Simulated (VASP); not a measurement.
# H (P4/mmm) in VASP: further runs

One crystal, H, is run at these levels: PBE; tasks: single point.

Program: VASP 6.6.1. These are calculated values, not measurements. Logs are shortened: lines on timing, memory, paths and dates and some standing lists are left out, and cuts for length are marked.

**1. The crystal as given**

The structure is tetragonal, space group P4/mmm (No. 123). The conventional cell has a = 2.650 Å, b = 2.650 Å, c = 0.980 Å, α = 90.00°, β = 90.00°, γ = 90.00°. H (site symmetry 4/mmm) is surrounded by 2 H at 0.98 Å.

**2. Single point, PBE**

INCAR reads:

```
SYSTEM = H
ADDGRID = .FALSE. ; ALGO = Normal
EDIFF = 1E-6 ; ENCUT = 340
GGA = PE ; ISIF = 2
ISMEAR = 0 ; LASPH = .TRUE.
LCHARG = .FALSE. ; LREAL = .FALSE.
LWAVE = .FALSE. ; NBANDS = 6
NELM = 100 ; PREC = Accurate
SIGMA = 0.05
```

KPOINTS reads:

```
k-points
0
G
  3 3 8
  0 0 0
```

POSCAR reads:

```
H
1.0
    2.6496387389      0.0000000000      0.0000000000
    0.0000000000      2.6496387389      0.0000000000
    0.0000000000      0.0000000000      0.9804929200
H
1
Direct
    0.0000000000      0.0000000000      0.5000000000
```

Potentials or basis: VASP PAW PBE potentials, release 64 (H).

Launch:

```bash
cat potpaw_PBE.64/H/POTCAR > POTCAR
mpirun -np 1 vasp_std > vasp.out
```

OUTCAR:

```text
SYSTEM = H
   EDIFF = 1E-6
   ENCUT = 340
   GGA = PE
   ISIF = 2
   ISMEAR = 0
   LASPH = .TRUE.
   LREAL = .FALSE.
   NELM = 100
   PREC = Accurate

 Found     15 irreducible k-points:

 Following reciprocal coordinates:
            Coordinates               Weight
  0.000000  0.000000  0.000000      1.000000
  0.333333  0.000000  0.000000      4.000000
  0.333333  0.333333  0.000000      4.000000
  0.000000  0.000000  0.125000      2.000000
  0.333333  0.000000  0.125000      8.000000
  0.333333  0.333333  0.125000      8.000000
   k-points           NKPTS =     15   k-points in BZ     NKDIM =     15   number of bands    NBANDS=      6
   number of dos      NEDOS =    301   number of ions     NIONS =      1
   total plane-waves  NPLWV =   1536
   dimension x,y,z NGX =    16 NGY =   16 NGZ =    6
   dimension x,y,z NGXF=    32 NGYF=   32 NGZF=   12
   ions per type =               1
   NGX,Y,Z   is equivalent  to a cutoff of  10.04, 10.04, 10.17 a.u.
   NGXF,Y,Z  is equivalent  to a cutoff of  20.08, 20.08, 20.35 a.u.
 SYSTEM =  H
   PREC   = accura    normal or accurate (medium, high low for compatibility)
   ISTART =      0    job   : 0-new  1-cont  2-samecut
   ICHARG =      2    charge: 1-file 2-atom 10-const
   ISPIN  =      1    spin polarized calculation?
   LNONCOLLINEAR =      F non collinear calculations
   LSORBIT =      F    spin-orbit coupling
   LASPH  =      T    aspherical Exc in radial PAW
   ENCUT  =  340.0 eV  24.99 Ry    5.00 a.u.   3.98  3.98  1.47*2*pi/ulx,y,z
   NELM   =    100;   NELMIN=  2; NELMDL= -5     # of ELM steps
   EDIFF  = 0.1E-05   stopping-criterion for ELM
   LREAL  =      F    real-space projection
   EDIFFG = 0.1E-04   stopping-criterion for IOM
   NSW    =      0    number of steps for IOM
   IBRION =     -1    ionic relax: 0-MD 1-quasi-New 2-CG
   NFREE  =      0    steps in history (QN), initial steepest desc. (CG)
   ISIF   =      2    stress and relaxation
   ISYM   =      2    0-nonsym 1-usesym 2-fastsym
   POTIM  = 0.5000    time-step for ionic-motion
   TEBEG  =    0.0;   TEEND  =   0.0 temperature during run
   PSTRESS=    0.0 pullay stress
   NELECT =       1.0000    total number of electrons
   NUPDOWN=      -1.0000    fix difference up-down
   EMIN   =  10.00;   EMAX   =-10.00  energy-range for DOS
   EFERMI =   0.00;   METHOD = LEGACY
   ISMEAR =     0;   SIGMA  =   0.05  broadening in eV -4-tet -1-fermi 0-gaus
   EFERMI_NEDOS =   21; number of points for ismear=-14 and -15
   IALGO  =     38    algorithm
   IMIX   =      4    mixing-type and parameters
     AMIX     =   0.40;   BMIX     =  1.00
     AMIX_MAG =   1.60;   BMIX_MAG =  1.00
  volume/ion in A,a.u.               =       6.88        46.45
  Fermi-wavevector in a.u.,A,eV,Ry     =   0.860602  1.626302 10.076956  0.740635
  Thomas-Fermi vector in A             =   1.978131
   LORBIT       =      0    0 simple, 1 ext, 2 COOP (PROOUT), +10 PAW based schemes
   GGA     = PE    functional components
   LHFCALC =     F    Hartree Fock is set to
   AEXX    =    0.0000 exact exchange contribution
   IVDW    =     0    specifies the selected vdW correction
   LEPSILON=     F    determine dielectric tensor
   LRPA    =     F    only Hartree local field effects (RPA)
 non-spin polarized calculation
 Gauss-broadening in eV      SIGMA  =   0.05
  energy-cutoff  :      340.00
  volume of cell :        6.88
 maximum number of plane-waves:       106
 NGX is ok and might be reduce to    16
   NGX =  7   NGY =  7   NGZ =  3

 number of electron       1.0000003 magnetization

 Free energy of the ion-electron system (eV)
  ---------------------------------------------------
  ext. energy  EPLUGINS =         0.00000000
  ---------------------------------------------------
  free energy    TOTEN  =        -2.71982564 eV

  energy without entropy =       -2.71820830  energy(sigma->0) =       -2.71901697

 E-fermi :  -1.8540     XC(G=0):  -6.8725

 val. band max:       -1.8947133463   @ k =   0.3333   0.0000   0.2500
 cond. band min:      -1.0169166912   @ k =   0.3333   0.3333   0.2500
 fundamental gap:      0.8777966552
 Fermi energy:        -1.8540423539

 k-point     1 :       0.0000    0.0000    0.0000
  band No.  band energies     occupation
      1     -12.5615      2.00000
      2       8.3299      0.00000
      3      14.1597      0.00000
      4      14.1597      0.00000
      5      17.1809      0.00000
      6      34.9930      0.00000

 k-point     2 :       0.3333    0.0000    0.0000
  band No.  band energies     occupation
      1     -11.5523      2.00000
      2       2.6229      0.00000
      3      14.2327      0.00000
      4      16.0377      0.00000
      5      24.8359      0.00000
      6      25.3412      0.00000

 k-point     3 :       0.3333    0.3333    0.0000
  band No.  band energies     occupation
      1     -10.6692      2.00000
      2       3.8836      0.00000
      3       6.1738      0.00000
      4      13.7389      0.00000
      5      28.8651      0.00000
      6      34.0161      0.00000

 k-point     4 :       0.0000    0.0000    0.1250
  band No.  band energies     occupation
      1     -10.1446      2.00000
      2      10.7483      0.00000
      3      16.6039      0.00000
      4      16.6039      0.00000
      5      19.6255      0.00000
      6      37.4162      0.00000

 k-point     5 :       0.3333    0.0000    0.1250
  band No.  band energies     occupation
      1      -9.1332      2.00000
      2       5.0658      0.00000
      3      16.6607      0.00000
      4      18.4820      0.00000
      5      27.2787      0.00000
      6      27.7861      0.00000

 k-point     6 :       0.3333    0.3333    0.1250
  band No.  band energies     occupation
      1      -8.2482      2.00000
      2       6.3252      0.00000
      3       8.6189      0.00000
      4      16.1828      0.00000
      5      31.2909      0.00000
      6      36.4622      0.00000

 [... further k-points ...]

------------------------ aborting loop because EDIFF is reached ----------------------------------------

  FORCE on cell =-STRESS in cart. coord.  units (eV):
  Direction    XX          YY          ZZ          XY          YZ          ZX
  --------------------------------------------------------------------------------------
  -------------------------------------------------------------------------------------
  Total       -0.3226051     -0.3226051      0.9704840      0.0000000      0.0000000     -0.0000000
  in kB      -75.0868656    -75.0868656    225.8817714      0.0000000      0.0000000     -0.0000000
  external PRESSURE =      25.2360134 kB  Pullay stress =       0.0000000 kB

 VOLUME and BASIS-vectors are now :
 -----------------------------------------------------------------------------
  energy-cutoff  :      340.00
  volume of cell :        6.88
      direct lattice vectors                 reciprocal lattice vectors
     2.649638739  0.000000000  0.000000000     0.377409941  0.000000000  0.000000000
     0.000000000  2.649638739  0.000000000     0.000000000  0.377409941  0.000000000
     0.000000000  0.000000000  0.980492920     0.000000000  0.000000000  1.019895177

 POSITION                                       TOTAL-FORCE (eV/Angst)
 -----------------------------------------------------------------------------------
      0.00000      0.00000      0.49025         0.000000      0.000000      0.000000
 -----------------------------------------------------------------------------------
    total drift:                               -0.000000     -0.000000      0.000000

  FREE ENERGIE OF THE ION-ELECTRON SYSTEM (eV)
  ---------------------------------------------------
  free  energy   TOTEN  =        -2.7198256352 eV

  energy  without entropy=       -2.7182082971  energy(sigma->0) =       -2.71901697
```

OSZICAR:

```text
N       E                     dE             d eps       ncg     rms          rms(c)
DAV:   1    -0.273815522730E+01   -0.27382E+01   -0.16486E+02   192   0.469E+01
DAV:   2    -0.279947055574E+01   -0.61315E-01   -0.61315E-01   258   0.510E+00
DAV:   3    -0.279947868289E+01   -0.81272E-05   -0.81268E-05   216   0.519E-02
DAV:   4    -0.279947868304E+01   -0.14713E-09   -0.45523E-09   276   0.392E-04
DAV:   5    -0.279947868282E+01    0.22134E-09   -0.48122E-13   186   0.278E-06    0.175E+00
DAV:   6    -0.274550707242E+01    0.53972E-01   -0.17509E-02   198   0.408E-01    0.103E+00
DAV:   7    -0.271873081817E+01    0.26776E-01   -0.39361E-02   186   0.658E-01    0.923E-02
DAV:   8    -0.271979670463E+01   -0.10659E-02   -0.91943E-04   180   0.126E-01    0.883E-03
DAV:   9    -0.271982186755E+01   -0.25163E-04   -0.17308E-05   222   0.196E-02    0.384E-03
DAV:  10    -0.271982563947E+01   -0.37719E-05   -0.35594E-06   186   0.935E-03    0.580E-04
DAV:  11    -0.271982563516E+01    0.43094E-08   -0.10014E-08   156   0.495E-04
   1 F= -.27198256E+01 E0= -.27190170E+01  d E =-.161734E-02
```

stdout:

```text
POSCAR found type information on POSCAR H
 POSCAR found :  1 types and       1 ions
 scaLAPACK will be used
 LDA part: xc-table for (Slater+PW92), standard interpolation
 POSCAR, INCAR and KPOINTS ok, starting setup
 FFT: planning ... GRIDC
 FFT: planning ... GRID_SOFT
 FFT: planning ... GRID
 WAVECAR not read
 entering main loop
```

It took 0.6 s on 1 thread of Intel Xeon 6975P-C (Granite Rapids), shared host; peak memory 0.1 GiB.

The run converged, but some of its settings lie outside the range that counts as converged, so its numbers aren't taken as properties of the crystal.

Results:

| Property | Result |
| --- | --- |
| Free energy | -2.7198 eV |
| Pressure | 2.5 GPa |
| Band gap on the k mesh | none (metal or under the smearing width) |

Caveat: the k mesh is coarse (spacing up to 0.80 Å⁻¹), so the values aren't converged.

**3. Single point, PBE**

Edit INCAR of step 2 so:

```diff
@@ -2,3 +2,3 @@
 ADDGRID = .FALSE. ; ALGO = Normal
-EDIFF = 1E-6 ; ENCUT = 340
+EDIFF = 1E-6 ; ENCUT = 400
 GGA = PE ; ISIF = 2
```

KPOINTS is that of step 2.

POSCAR is that of step 2.

Potentials or basis: VASP PAW PBE potentials, release 64 (H).

Launch:

```bash
cat potpaw_PBE.64/H/POTCAR > POTCAR
mpirun -np 1 vasp_std > vasp.out
```

Run time: 0.7 s. Hardware: 1 thread of Intel Xeon 6975P-C (Granite Rapids), shared host; peak memory 0.1 GiB.

These settings aren't checked as converged: the numbers below hold their error.

Results:

```
Free energy            : -2.7258 eV
Pressure               : 3.6 GPa
Band gap on the k mesh : none (metal or under the smearing width)
```

Caveat: the k mesh is coarse (spacing up to 0.80 Å⁻¹), so the values aren't converged.

**4. Single point, PBE**

Edit INCAR of step 3 so:

```diff
@@ -2,3 +2,3 @@
 ADDGRID = .FALSE. ; ALGO = Normal
-EDIFF = 1E-6 ; ENCUT = 400
+EDIFF = 1E-6 ; ENCUT = 460
 GGA = PE ; ISIF = 2
```

KPOINTS is that of step 3.

POSCAR is that of step 3.

Launch:

```bash
cat potpaw_PBE.64/H/POTCAR > POTCAR
mpirun -np 1 vasp_std > vasp.out
```

Wall time 0.7 s (1 thread of Intel Xeon 6975P-C (Granite Rapids), shared host); peak memory 0.1 GiB.

These settings aren't checked as converged: the numbers below hold their error.

Results:

```
Free energy            : -2.7279 eV
Pressure               : 4.1 GPa
Band gap on the k mesh : none (metal or under the smearing width)
```

Caveat: the k mesh is coarse (spacing up to 0.80 Å⁻¹), so the values aren't converged.

**5. Single point, PBE**

Edit INCAR of step 4 so:

```diff
@@ -2,3 +2,3 @@
 ADDGRID = .FALSE. ; ALGO = Normal
-EDIFF = 1E-6 ; ENCUT = 460
+EDIFF = 1E-6 ; ENCUT = 280
 GGA = PE ; ISIF = 2
```

KPOINTS reads:

```
k-points
0
G
  4 4 10
  0 0 0
```

POSCAR is that of step 4.

Potentials or basis: VASP PAW PBE potentials, release 64 (H).

Launch:

```bash
cat potpaw_PBE.64/H/POTCAR > POTCAR
mpirun -np 1 vasp_std > vasp.out
```

OUTCAR:

```text
SYSTEM = H
   EDIFF = 1E-6
   ENCUT = 280
   GGA = PE
   ISIF = 2
   ISMEAR = 0
   LASPH = .TRUE.
   LREAL = .FALSE.
   NELM = 100
   PREC = Accurate

 Found     36 irreducible k-points:

 Following reciprocal coordinates:
            Coordinates               Weight
  0.000000  0.000000  0.000000      1.000000
  0.250000  0.000000  0.000000      4.000000
  0.500000  0.000000  0.000000      2.000000
  0.250000  0.250000  0.000000      4.000000
  0.500000  0.250000  0.000000      4.000000
  0.500000  0.500000  0.000000      1.000000
   k-points           NKPTS =     36   k-points in BZ     NKDIM =     36   number of bands    NBANDS=      6
   number of dos      NEDOS =    301   number of ions     NIONS =      1
   total plane-waves  NPLWV =   1176
   dimension x,y,z NGX =    14 NGY =   14 NGZ =    6
   dimension x,y,z NGXF=    28 NGYF=   28 NGZF=   12
   ions per type =               1
   NGX,Y,Z   is equivalent  to a cutoff of   8.78,  8.78, 10.17 a.u.
   NGXF,Y,Z  is equivalent  to a cutoff of  17.57, 17.57, 20.35 a.u.
 SYSTEM =  H
   PREC   = accura    normal or accurate (medium, high low for compatibility)
   ISTART =      0    job   : 0-new  1-cont  2-samecut
   ICHARG =      2    charge: 1-file 2-atom 10-const
   ISPIN  =      1    spin polarized calculation?
   LNONCOLLINEAR =      F non collinear calculations
   LSORBIT =      F    spin-orbit coupling
   LASPH  =      T    aspherical Exc in radial PAW
   ENCUT  =  280.0 eV  20.58 Ry    4.54 a.u.   3.62  3.62  1.34*2*pi/ulx,y,z
   NELM   =    100;   NELMIN=  2; NELMDL= -5     # of ELM steps
   EDIFF  = 0.1E-05   stopping-criterion for ELM
   LREAL  =      F    real-space projection
   EDIFFG = 0.1E-04   stopping-criterion for IOM
   NSW    =      0    number of steps for IOM
   IBRION =     -1    ionic relax: 0-MD 1-quasi-New 2-CG
   NFREE  =      0    steps in history (QN), initial steepest desc. (CG)
   ISIF   =      2    stress and relaxation
   ISYM   =      2    0-nonsym 1-usesym 2-fastsym
   POTIM  = 0.5000    time-step for ionic-motion
   TEBEG  =    0.0;   TEEND  =   0.0 temperature during run
   PSTRESS=    0.0 pullay stress
   NELECT =       1.0000    total number of electrons
   NUPDOWN=      -1.0000    fix difference up-down
   EMIN   =  10.00;   EMAX   =-10.00  energy-range for DOS
   EFERMI =   0.00;   METHOD = LEGACY
   ISMEAR =     0;   SIGMA  =   0.05  broadening in eV -4-tet -1-fermi 0-gaus
   EFERMI_NEDOS =   21; number of points for ismear=-14 and -15
   IALGO  =     38    algorithm
   IMIX   =      4    mixing-type and parameters
     AMIX     =   0.40;   BMIX     =  1.00
     AMIX_MAG =   1.60;   BMIX_MAG =  1.00
  volume/ion in A,a.u.               =       6.88        46.45
  Fermi-wavevector in a.u.,A,eV,Ry     =   0.860602  1.626302 10.076956  0.740635
  Thomas-Fermi vector in A             =   1.978131
   LORBIT       =      0    0 simple, 1 ext, 2 COOP (PROOUT), +10 PAW based schemes
   GGA     = PE    functional components
   LHFCALC =     F    Hartree Fock is set to
   AEXX    =    0.0000 exact exchange contribution
   IVDW    =     0    specifies the selected vdW correction
   LEPSILON=     F    determine dielectric tensor
   LRPA    =     F    only Hartree local field effects (RPA)
 non-spin polarized calculation
 Gauss-broadening in eV      SIGMA  =   0.05
  energy-cutoff  :      280.00
  volume of cell :        6.88
 maximum number of plane-waves:        87
   NGX =  7   NGY =  7   NGZ =  3

 number of electron       1.0000000 magnetization

 Free energy of the ion-electron system (eV)
  ---------------------------------------------------
  ext. energy  EPLUGINS =         0.00000000
  ---------------------------------------------------
  free energy    TOTEN  =        -3.10358227 eV

  energy without entropy =       -3.10358227  energy(sigma->0) =       -3.10358227

 E-fermi :  -3.3679     XC(G=0):  -6.8087

 val. band max:       -3.6848785945   @ k =   0.5000   0.5000   0.2000
 cond. band min:       1.2698507398   @ k =   0.5000   0.0000   0.0000
 fundamental gap:      4.9547293343
 Fermi energy:        -3.3679445513

 k-point     1 :       0.0000    0.0000    0.0000
  band No.  band energies     occupation
      1     -12.4729      2.00000
      2       8.4085      0.00000
      3      14.2116      0.00000
      4      14.2116      0.00000
      5      17.2791      0.00000
      6      35.0429      0.00000

 k-point     2 :       0.2500    0.0000    0.0000
  band No.  band energies     occupation
      1     -11.8121      2.00000
      2       4.2523      0.00000
      3      13.8097      0.00000
      4      15.3242      0.00000
      5      26.0626      0.00000
      6      27.0372      0.00000

 k-point     3 :       0.5000    0.0000    0.0000
  band No.  band energies     occupation
      1     -10.9942      2.00000
      2       1.2699      0.00000
      3      15.1108      0.00000
      4      17.2111      0.00000
      5      22.9236      0.00000
      6      23.1014      0.00000

 k-point     4 :       0.2500    0.2500    0.0000
  band No.  band energies     occupation
      1     -11.2100      2.00000
      2       4.3667      0.00000
      3       7.6995      0.00000
      4      18.2651      0.00000
      5      24.0782      0.00000
      6      28.8623      0.00000

 k-point     5 :       0.5000    0.2500    0.0000
  band No.  band energies     occupation
      1     -10.4766      2.00000
      2       2.5172      0.00000
      3       8.1932      0.00000
      4      13.7989      0.00000
      5      27.2513      0.00000
      6      34.8698      0.00000

 k-point     6 :       0.5000    0.5000    0.0000
  band No.  band energies     occupation
      1      -9.8461      2.00000
      2       5.0840      0.00000
      3       5.0840      0.00000
      4       8.5708      0.00000
      5      37.1029      0.00000
      6      43.2082      0.00000

 [... further k-points ...]

------------------------ aborting loop because EDIFF is reached ----------------------------------------

  FORCE on cell =-STRESS in cart. coord.  units (eV):
  Direction    XX          YY          ZZ          XY          YZ          ZX
  --------------------------------------------------------------------------------------
  -------------------------------------------------------------------------------------
  Total       -0.0770736     -0.0770736     -0.3312176      0.0000000      0.0000000      0.0000000
  in kB      -17.9389974    -17.9389974    -77.0914452      0.0000000      0.0000000      0.0000000
  external PRESSURE =     -37.6564800 kB  Pullay stress =       0.0000000 kB

 VOLUME and BASIS-vectors are now :
 -----------------------------------------------------------------------------
  energy-cutoff  :      280.00
  volume of cell :        6.88
      direct lattice vectors                 reciprocal lattice vectors
     2.649638739  0.000000000  0.000000000     0.377409941  0.000000000  0.000000000
     0.000000000  2.649638739  0.000000000     0.000000000  0.377409941  0.000000000
     0.000000000  0.000000000  0.980492920     0.000000000  0.000000000  1.019895177

 POSITION                                       TOTAL-FORCE (eV/Angst)
 -----------------------------------------------------------------------------------
      0.00000      0.00000      0.49025         0.000000      0.000000      0.000000
 -----------------------------------------------------------------------------------
    total drift:                               -0.000000     -0.000000      0.000000

  FREE ENERGIE OF THE ION-ELECTRON SYSTEM (eV)
  ---------------------------------------------------
  free  energy   TOTEN  =        -3.1035822658 eV

  energy  without entropy=       -3.1035822658  energy(sigma->0) =       -3.10358227
```

stdout:

```text
POSCAR found type information on POSCAR H
 POSCAR found :  1 types and       1 ions
 scaLAPACK will be used
 LDA part: xc-table for (Slater+PW92), standard interpolation
 POSCAR, INCAR and KPOINTS ok, starting setup
 FFT: planning ... GRIDC
 FFT: planning ... GRID_SOFT
 FFT: planning ... GRID
 WAVECAR not read
 entering main loop
```

Run time: 0.7 s. Hardware: 1 thread of Intel Xeon 6975P-C (Granite Rapids), shared host; peak memory 0.1 GiB.

These settings aren't checked as converged: the numbers below hold their error.

What came out:

* Free energy: -3.1036 eV
* Band gap on the k mesh: none (metal or under the smearing width)

Caveat: the k mesh is coarse (spacing up to 0.64 Å⁻¹), so the values aren't converged; the cutoff is under 1.25 times the usual one of these potentials, so pressure, stress and relaxed cells hold a basis-set (Pulay) error.

(Continued in part 2 of 2.)
